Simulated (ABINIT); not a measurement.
The system is Al.

```
Al
1.0
     0.00000    2.02481    2.02481
     2.02481    0.00000    2.02481
     2.02481    2.02481    0.00000
Al
1
Direct
  0.00000 0.00000 0.00000
```

Base run:

| Property | Result |
| --- | --- |
| Program | ABINIT 10.8.3 (patched build) |
| Functional | r2SCAN |
| Potentials or basis | JTH PAW LDA v2.0 |
| Cutoff | 653 eV |
| k mesh | 11 × 11 × 11 |
| Occupations | fermi-dirac, width 0.05 eV |
| Spin | no spin polarisation |

Its results: band gap on the k mesh none (metal or under the smearing width); pressure -3.7 GPa.

Q: The run is repeated on the same cell with these changes: potentials or basis from JTH PAW LDA v2.0 to JTH PAW PBE v2.0. What comes out?

A: Band gap on the k mesh none (metal or under the smearing width); pressure -2.9 GPa.

Caveats: the PAW data sets were made with another functional, which shifts forces and pressure a little.
